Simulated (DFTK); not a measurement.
**GaN: single point with BLYP**

**Experimental background.**

From “Studying electronic properties in GaN without electrical contacts using γ-γ vs e−-γ Perturbed Angular Correlations”, 2019, pmc:6823545, for a bulk crystal of GaN: band gap 3.503 ± 0.005 eV (direct).

GaN:

```
Ga N
1.0
     3.18000    0.00000    0.00000
    -1.59000    2.75396    0.00000
     0.00000    0.00000    5.16600
Ga N
2 2
Direct
  0.66667 0.33333 0.50000
  0.33333 0.66667 0.00000
  0.66667 0.33333 0.87500
  0.33333 0.66667 0.37500
```

```yaml
Program: DFTK 0.8.2
Task: single point
Functional: BLYP
Potentials_or_basis: SG15 1.2 (PBE)
Cutoff: 1225 eV
k_mesh: 9 × 9 × 4
Occupations: fermi-dirac, width 0.05 eV
Spin: no spin polarisation
Valence_electrons: Ga 13, N 5
SCF_tolerance_on_the_density: 1e-06
```

```yaml
Pressure: 12.9 GPa
Largest_force: 0.131 eV/Å
Band_gap_on_the_k_mesh: 2.11 eV, direct
```

Forces in eV/Å, atoms in the order of the input:
```
Ga   0.000  0.000 -0.127
Ga   0.000  0.000 -0.127
N    0.000  0.000  0.131
N    0.000  0.000  0.131
```

Stress tensor (GPa, compression positive):
```
12.06  0.00  0.00
 0.00 12.06  0.00
 0.00  0.00 14.56
```

Levels at points of the mesh, in eV from the valence-band top:
| k point | band 16 | band 17 | band 18 | band 19 | band 20 | band 21 |
| --- | --- | --- | --- | --- | --- | --- |
| (0.00, 0.00, 0.00) | -0.06 | 0.00 | 0.00 | 2.11 | 4.38 | 9.41 |
| (0.00, 0.00, -0.50) | -0.54 | -0.54 | -0.54 | 4.39 | 4.39 | 8.68 |

Run time: 5.7 min on 1 thread of Intel(R) Xeon(R) Platinum 8375C CPU @ 2.90GHz (Ice Lake) (shared host), peak memory 2.2 GiB.

Against the measured gap of GaN, 3.503 eV (direct; quoted in “Studying electronic properties in GaN without electrical contacts using γ-γ vs e−-γ Perturbed Angular Correlations”, 2019, pmc:6823545), the calculated 2.11 eV is off by -1.39 eV. Spin-orbit coupling on Ga is left out. The value is that of BLYP, without temperature or zero-point motion. Semilocal functionals fall short of measured gaps as a rule.

Caveat: the potentials were made for another functional, which shifts forces and pressure.
